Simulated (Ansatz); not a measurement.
Results of HSE06 in Ansatz (PAW) for rock-salt NaBr.

Settings: plane-wave cutoff 460 eV, 8×8×8 k mesh, Fermi–Dirac smearing 0.01 eV, scalar-relativistic PAW data made under PBE.

Energies at three volumes about the minimum:

```csv
V (Å³/atom),E − E_lowest (meV/atom)
26.162,1.32
26.854,0.00
27.526,0.92
```

### Question
Fit a parabola by hand: where is the minimum, what lattice constant follows, and what is the bulk modulus?

### Answer
Slopes: (0.00 − 1.32)/(26.854 − 26.162) = -1.908 and (0.92 − 0.00)/(27.526 − 26.854) = 1.369 meV/Å³. Curvature E″ = 2 × (1.369 − (-1.908))/(27.526 − 26.162) = 4.805 meV/Å⁶. From the middle of the first interval, the slope vanishes at V0 = 26.5080 − (-1.908)/4.805 = 26.905 Å³/atom. B = V0 E″ = 26.905 × 4.805 meV/Å³ × 0.1602 GPa per meV/Å³ = 20.7 GPa. With 8 atoms in the cube, a = (8 × 26.905)^(1/3) = 5.993 Å. The full Birch–Murnaghan fit to all volumes gives V0 = 26.889 Å³/atom and B0 = 20.4 GPa.

Measured, for comparison: bulk modulus 22.6 GPa (4 K, zero-point motion not removed; as tabulated in Doll and Stoll (1998), arXiv:cond-mat/9801031); lattice constant a 5.926 Å (low temperature, zero-point motion not removed; as tabulated in Doll and Stoll (1998), arXiv:cond-mat/9801031). Computed (rounded) less measured: bulk modulus -10 %.

Ansatz is a quantum-chemistry and plane-wave program.
